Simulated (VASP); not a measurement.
# AlAs (F-43m) in VASP: further runs, part 3 of 3

VASP 6.6.1. The steps go on from the part before.

## (5) Relaxation of cell and atoms, PBEsol

This run uses another cell than the first one, of 22.93 Å³/atom, 1.011 times its volume.

INCAR reads:

```
ALGO = Normal
EDIFF = 1E-7
EDIFFG = -0.005
ENCUT = 600
GGA = PS
IBRION = 2
ISIF = 3
ISMEAR = 0
LASPH = True
LCHARG = False
LREAL = False
LWAVE = False
NELM = 80
NSW = 90
PREC = Accurate
SIGMA = 0.03
```

KPOINTS reads:

```
k-points
0
Gamma
  8 8 8
```

POSCAR reads:

```
AlAs                                    
1.0
   -0.0000000000      2.8408844734      2.8408844734
    2.8408844734     -0.0000000000      2.8408844734
    2.8408844734      2.8408844734     -0.0000000000
  Al              As            
     1     1
Direct
     0.0000000000000000    0.0000000000000000    0.0000000000000000
     0.2500000000000000    0.2500000000000000    0.2500000000000000
```

Potentials or basis: VASP PAW PBE potentials, release 64 (Al, As).

Run with:

```
cat potpaw_PBE.64/Al/POTCAR potpaw_PBE.64/As/POTCAR > POTCAR
mpirun -np 1 vasp_std > vasp.out
```

OUTCAR:

```text
EDIFF = 1E-7
   EDIFFG = -0.005
   ENCUT = 600
   GGA = PS
   IBRION = 2
   ISIF = 3
   ISMEAR = 0
   LASPH = True
   LREAL = False
   NELM = 80
   NSW = 90
   PREC = Accurate

 ion  position               nearest neighbor table
   1  0.000  0.000  0.000-   2 2.46   2 2.46   2 2.46   2 2.46
   2  0.250  0.250  0.250-   1 2.46   1 2.46   1 2.46   1 2.46

  LATTYP: Found a face centered cubic cell.
 ALAT       =     5.6817689468

  Lattice vectors:

 A1 = (   0.0000000000,   2.8408844734,   2.8408844734)
 A2 = (   2.8408844734,   0.0000000000,   2.8408844734)
 A3 = (   2.8408844734,   2.8408844734,   0.0000000000)

Analysis of symmetry for initial positions (statically):
=====================================================================
 Subroutine PRICEL returns:
 Original cell was already a primitive cell.

 Routine SETGRP: Setting up the symmetry group for a
 face centered cubic supercell.

 Subroutine GETGRP returns: Found 24 space group operations
 (whereof 24 operations were pure point group operations)
 out of a pool of 48 trial point group operations.

The static configuration has the point symmetry T_d .

Analysis of symmetry for dynamics (positions and initial velocities):
=====================================================================
 Subroutine PRICEL returns:
 Original cell was already a primitive cell.

 Routine SETGRP: Setting up the symmetry group for a
 face centered cubic supercell.

 Subroutine GETGRP returns: Found 24 space group operations
 (whereof 24 operations were pure point group operations)
 out of a pool of 48 trial point group operations.

The dynamic configuration has the point symmetry T_d .

 Subroutine INISYM returns: Found 24 space group operations
 (whereof 24 operations are pure point group operations),
 and found     1 'primitive' translations

----------------------------------------------------------------------------------------

                                     Primitive cell

  volume of cell :      45.8554

  direct lattice vectors                    reciprocal lattice vectors
     0.000000000  2.840884473  2.840884473    -0.176001525  0.176001525  0.176001525
     2.840884473  0.000000000  2.840884473     0.176001525 -0.176001525  0.176001525
     2.840884473  2.840884473  0.000000000     0.176001525  0.176001525 -0.176001525

  length of vectors
     4.017617351  4.017617351  4.017617351     0.304843584  0.304843584  0.304843584

  position of ions in fractional coordinates (direct lattice)
     0.000000000  0.000000000  0.000000000
     0.250000000  0.250000000  0.250000000

  ion indices of the primitive-cell ions
   primitive index   ion index
                 1           1
                 2           2

----------------------------------------------------------------------------------------

 KPOINTS: k-points

Automatic generation of k-mesh.
 Grid dimensions read from file:
 generate k-points for:    8    8    8

 Generating k-lattice:

  Cartesian coordinates                     Fractional coordinates (reciprocal lattice)
    -0.022000191  0.022000191  0.022000191     0.125000000  0.000000000  0.000000000
     0.022000191 -0.022000191  0.022000191     0.000000000  0.125000000  0.000000000
     0.022000191  0.022000191 -0.022000191     0.000000000  0.000000000  0.125000000

  Length of vectors
     0.038105448  0.038105448  0.038105448

  Shift w.r.t. Gamma in fractional coordinates (k-lattice)
     0.000000000  0.000000000  0.000000000

 Subroutine IBZKPT returns following result:
 ===========================================

 Found     29 irreducible k-points:

 Following reciprocal coordinates:
            Coordinates               Weight
  0.000000  0.000000  0.000000      1.000000
  0.125000  0.000000  0.000000      8.000000
  0.250000  0.000000  0.000000      8.000000
  0.375000  0.000000  0.000000      8.000000
  0.500000  0.000000  0.000000      4.000000
  0.125000  0.125000  0.000000      6.000000
[... 16 lines left out ...]
  0.500000  0.250000  0.125000     48.000000
 -0.375000  0.250000  0.125000     24.000000
 [... further k-points ...]
   k-points           NKPTS =     29   k-points in BZ     NKDIM =     29   number of bands    NBANDS=      8
   number of dos      NEDOS =    301   number of ions     NIONS =      2
   total plane-waves  NPLWV =  32768
   dimension x,y,z NGX =    32 NGY =   32 NGZ =   32
   dimension x,y,z NGXF=    64 NGYF=   64 NGZF=   64
   ions per type =               1   1
   NGX,Y,Z   is equivalent  to a cutoff of  13.24, 13.24, 13.24 a.u.
   NGXF,Y,Z  is equivalent  to a cutoff of  26.48, 26.48, 26.48 a.u.
 SYSTEM =  unknown system
   PREC   = accura    normal or accurate (medium, high low for compatibility)
   ISTART =      0    job   : 0-new  1-cont  2-samecut
   ICHARG =      2    charge: 1-file 2-atom 10-const
   ISPIN  =      1    spin polarized calculation?
   LNONCOLLINEAR =      F non collinear calculations
   LSORBIT =      F    spin-orbit coupling
   LASPH  =      T    aspherical Exc in radial PAW
   ENCUT  =  600.0 eV  44.10 Ry    6.64 a.u.   8.02  8.02  8.02*2*pi/ulx,y,z
   NELM   =     80;   NELMIN=  2; NELMDL= -5     # of ELM steps
   EDIFF  = 0.1E-06   stopping-criterion for ELM
   LREAL  =      F    real-space projection
   EDIFFG = -.5E-02   stopping-criterion for IOM
   NSW    =     90    number of steps for IOM
   IBRION =      2    ionic relax: 0-MD 1-quasi-New 2-CG
   NFREE  =      1    steps in history (QN), initial steepest desc. (CG)
   ISIF   =      3    stress and relaxation
   ISYM   =      2    0-nonsym 1-usesym 2-fastsym
   POTIM  = 0.5000    time-step for ionic-motion
   TEBEG  =    0.0;   TEEND  =   0.0 temperature during run
   PSTRESS=    0.0 pullay stress
   NELECT =       8.0000    total number of electrons
   NUPDOWN=      -1.0000    fix difference up-down
   EMIN   =  10.00;   EMAX   =-10.00  energy-range for DOS
   EFERMI =   0.00;   METHOD = LEGACY
   ISMEAR =     0;   SIGMA  =   0.03  broadening in eV -4-tet -1-fermi 0-gaus
   EFERMI_NEDOS =   21; number of points for ismear=-14 and -15
   IALGO  =     38    algorithm
   IMIX   =      4    mixing-type and parameters
     AMIX     =   0.40;   BMIX     =  1.00
     AMIX_MAG =   1.60;   BMIX_MAG =  1.00
  volume/ion in A,a.u.               =      22.93       154.72
  Fermi-wavevector in a.u.,A,eV,Ry     =   0.914762  1.728649 11.385202  0.836789
  Thomas-Fermi vector in A             =   2.039426
   LORBIT       =      0    0 simple, 1 ext, 2 COOP (PROOUT), +10 PAW based schemes
   GGA     = PS    functional components
   LHFCALC =     F    Hartree Fock is set to
   AEXX    =    0.0000 exact exchange contribution
   IVDW    =     0    specifies the selected vdW correction
   LEPSILON=     F    determine dielectric tensor
   LRPA    =     F    only Hartree local field effects (RPA)
 conjugate gradient relaxation of ions
 non-spin polarized calculation
 Gauss-broadening in eV      SIGMA  =   0.03
  energy-cutoff  :      600.00
  volume of cell :       45.86
 maximum number of plane-waves:      1543
   NGX = 17   NGY = 17   NGZ = 17

 number of electron       8.0000001 magnetization

 Free energy of the ion-electron system (eV)
  ---------------------------------------------------
  ext. energy  EPLUGINS =         0.00000000
  ---------------------------------------------------
  free energy    TOTEN  =       -10.06494903 eV

  energy without entropy =      -10.06494903  energy(sigma->0) =      -10.06494903

 E-fermi :   3.8682     XC(G=0):  -9.1529

 val. band max:        3.7083619074   @ k =   0.0000   0.0000   0.0000
 cond. band min:       5.0464248143   @ k =   0.5000   0.5000   0.0000
 fundamental gap:      1.3380629069
 Fermi energy:         3.8681568566

 k-point     1 :       0.0000    0.0000    0.0000
  band No.  band energies     occupation
      1      -8.1168      2.00000
      2       3.7084      2.00000
      3       3.7084      2.00000
      4       3.7084      2.00000
      5       5.6018      0.00000
      6       7.9525      0.00000
      7       7.9525      0.00000
      8       7.9525      0.00000
[... 243 lines left out ...]
 k-point    24 :      -0.3750    0.2500    0.1250
  band No.  band energies     occupation
      1      -6.4568      2.00000
      2      -1.5329      2.00000
      3       1.0196      2.00000
      4       2.1723      2.00000
      5       7.2938      0.00000
      6       7.8606      0.00000
      7      10.3076      0.00000
      8      11.2383      0.00000

 [... further k-points ...]
[... 5 lines left out ...]
  --------------------------------------------------------------------------------------
  -------------------------------------------------------------------------------------
  Total        0.0003260      0.0003260      0.0003260      0.0000000      0.0000000      0.0000000
  in kB        0.0113905      0.0113905      0.0113905      0.0000000      0.0000000      0.0000000
  external PRESSURE =       0.0113905 kB  Pullay stress =       0.0000000 kB

 VOLUME and BASIS-vectors are now :
 -----------------------------------------------------------------------------
  energy-cutoff  :      600.00
  volume of cell :       45.86
      direct lattice vectors                 reciprocal lattice vectors
     0.000000000  2.840884473  2.840884473    -0.176001525  0.176001525  0.176001525
     2.840884473  0.000000000  2.840884473     0.176001525 -0.176001525  0.176001525
     2.840884473  2.840884473  0.000000000     0.176001525  0.176001525 -0.176001525

 POSITION                                       TOTAL-FORCE (eV/Angst)
 -----------------------------------------------------------------------------------
      0.00000      0.00000      0.00000        -0.000000     -0.000000     -0.000000
      1.42044      1.42044      1.42044         0.000000      0.000000      0.000000
 -----------------------------------------------------------------------------------
    total drift:                                0.000000      0.000000      0.000000

  FREE ENERGIE OF THE ION-ELECTRON SYSTEM (eV)
  ---------------------------------------------------
  free  energy   TOTEN  =       -10.0649490296 eV

  energy  without entropy=      -10.0649490296  energy(sigma->0) =      -10.06494903

 reached required accuracy - stopping structural energy minimisation
```

OSZICAR:

```text
N       E                     dE             d eps       ncg     rms          rms(c)
DAV:   1     0.142141309626E+02    0.14214E+02   -0.32310E+03   464   0.833E+02
DAV:   2    -0.971217829848E+01   -0.23926E+02   -0.22875E+02   640   0.903E+01
DAV:   3    -0.103269753348E+02   -0.61480E+00   -0.61480E+00   576   0.194E+01
DAV:   4    -0.103301754817E+02   -0.32001E-02   -0.32001E-02   736   0.160E+00
DAV:   5    -0.103301808668E+02   -0.53852E-05   -0.53852E-05   576   0.560E-02    0.324E+00
DAV:   6    -0.101130132176E+02    0.21717E+00   -0.41979E-01   504   0.290E+00    0.184E+00
DAV:   7    -0.100667004340E+02    0.46313E-01   -0.18647E-01   616   0.206E+00    0.659E-01
DAV:   8    -0.100648483952E+02    0.18520E-02   -0.98039E-03   464   0.598E-01    0.928E-02
DAV:   9    -0.100648962010E+02   -0.47806E-04   -0.32694E-04   672   0.138E-01    0.508E-02
DAV:  10    -0.100649474828E+02   -0.51282E-04   -0.58854E-05   568   0.552E-02    0.619E-03
DAV:  11    -0.100649490684E+02   -0.15856E-05   -0.74549E-06   624   0.152E-02    0.313E-03
DAV:  12    -0.100649490180E+02    0.50339E-07   -0.12426E-06   568   0.622E-03    0.149E-03
DAV:  13    -0.100649490296E+02   -0.11582E-07   -0.38339E-08   288   0.143E-03
   1 F= -.10064949E+02 E0= -.10064949E+02  d E =-.100649E+02
```

CONTCAR:

```text
AlAs
   1.00000000000000
     0.0000000000000000    2.8408844734000001    2.8408844734000001
     2.8408844734000001    0.0000000000000000    2.8408844734000001
     2.8408844734000001    2.8408844734000001    0.0000000000000000
  Al              As
     1     1
Direct
     0.0000000000000000    0.0000000000000000    0.0000000000000000
     0.2500000000000000    0.2500000000000000    0.2500000000000000

  0.00000000E+00  0.00000000E+00  0.00000000E+00
  0.00000000E+00  0.00000000E+00  0.00000000E+00
```

Wall time 5.7 s (1 thread of Intel Xeon 6975P-C (Granite Rapids), shared host); peak memory 0.18 GiB.

What came out:

- Free energy: -10.0649 eV
- Pressure after relaxing: 0.0 GPa
- Band gap on the k mesh: 1.34 eV, indirect (least direct gap 1.89 eV)

Final structure:
```xyz
2
Lattice="0.0000 2.8409 2.8409 2.8409 0.0000 2.8409 2.8409 2.8409 0.0000" Properties=species:S:1:pos:R:3 pbc="T T T"
Al    0.0000    0.0000    0.0000
As    1.4204    1.4204    1.4204
```

Levels at points of the mesh, in eV from the valence-band top:
```
           k point  band 1  band 2  band 3  band 4  band 5  band 6  band 7  band 8
(0.00, 0.00, 0.00)  -11.83    0.00    0.00    0.00    1.89    4.24    4.24    4.24
(0.50, 0.00, 0.00)  -10.42   -5.55   -0.82   -0.82    2.04    4.62    4.62    7.56
(0.50, 0.50, 0.00)   -9.88   -5.40   -2.16   -2.16    1.34    2.22   10.20   10.20
```

Caveat: the relaxation stopped at its first step, so nothing moved; the PAW data sets were made with another functional, which shifts forces and pressure a little.

## (6) Relaxation of cell and atoms, r2SCAN

INCAR reads:

```
SYSTEM = AlAs
  PREC = Accurate
  ENCUT = 600
  EDIFF = 1E-6
  ISMEAR = 0
  SIGMA = 0.03
  LREAL = .False.
  LASPH = .True.
  NELM = 80
  ALGO = Normal
  ISIF = 3
  LWAVE = .False.
  LCHARG = .False.
  METAGGA = R2SCAN
  LMIXTAU = .True.
  IBRION = 2
  NSW = 90
  EDIFFG = -0.01
```

KPOINTS reads:

```
regular mesh
0
Gamma
  8 8 8
  0 0 0
```

POSCAR reads:

```
AlAs
1.0
    0.0000000000      2.8304000000      2.8304000000
    2.8304000000      0.0000000000      2.8304000000
    2.8304000000      2.8304000000      0.0000000000
Al As
1 1
Direct
    0.0000000000      0.0000000000      0.0000000000
    0.2500000000      0.2500000000      0.2500000000
```

Potentials or basis: VASP PAW PBE potentials, release 64 (Al, As).

Run with:

```
cat potpaw_PBE.64/Al/POTCAR potpaw_PBE.64/As/POTCAR > POTCAR
mpirun -np 1 vasp_std > vasp.out
```

Run time: 99 s. Hardware: 1 thread of AMD EPYC 9R14 (Zen 4), shared host; peak memory 0.17 GiB.

Results (log left out):

```
Free energy                            : -22.6956 eV
Relaxed volume                         : 22.86 Å³/atom
Relaxed cell                           : a = 4.014 Å, b = 4.014 Å, c = 4.014 Å, α = 60.00°, β = 60.00°, γ = 60.00°
Space group after relaxing (to 0.05 Å) : F-43m (No. 216)
Energy gained by relaxing              : 0.4 meV/atom
Ionic steps                            : 3
Pressure after relaxing                : 0.0 GPa
Band gap on the k mesh                 : 1.80 eV, indirect (least direct gap 2.64 eV)
```

Step by step:
```csv
step,energy change (eV),largest force (eV/Å),pressure (GPa),volume (Å³)
1,0.0000,0.0000,0.66,45.35
2,-0.0005,0.0000,-0.37,45.97
3,-0.0008,0.0000,0.03,45.72
```

Final structure:
```cif
data_structure
_symmetry_space_group_name_H-M 'P 1'
_symmetry_Int_Tables_number 1
_cell_length_a 4.0137
_cell_length_b 4.0137
_cell_length_c 4.0137
_cell_angle_alpha 60.000
_cell_angle_beta 60.000
_cell_angle_gamma 60.000
_cell_volume 45.72
loop_
_atom_site_label
_atom_site_type_symbol
_atom_site_fract_x
_atom_site_fract_y
_atom_site_fract_z
_atom_site_occupancy
Al1 Al 0.00000 0.00000 0.00000 1
As1 As 0.25000 0.25000 0.25000 1
```

Levels at points of the mesh, in eV from the valence-band top:
```csv
k point,band 1,band 2,band 3,band 4,band 5,band 6,band 7,band 8
"(0.00, 0.00, 0.00)",-12.27,0.00,0.00,0.00,2.64,4.70,4.70,4.70
"(0.50, 0.00, 0.00)",-10.81,-5.66,-0.85,-0.85,2.62,5.10,5.10,8.38
"(0.50, 0.50, 0.00)",-10.24,-5.51,-2.22,-2.22,1.80,2.68,11.12,11.12
```

Caveat: the PAW data sets were made with another functional, which shifts forces and pressure a little. Zero-point motion and thermal expansion aren't in these numbers.
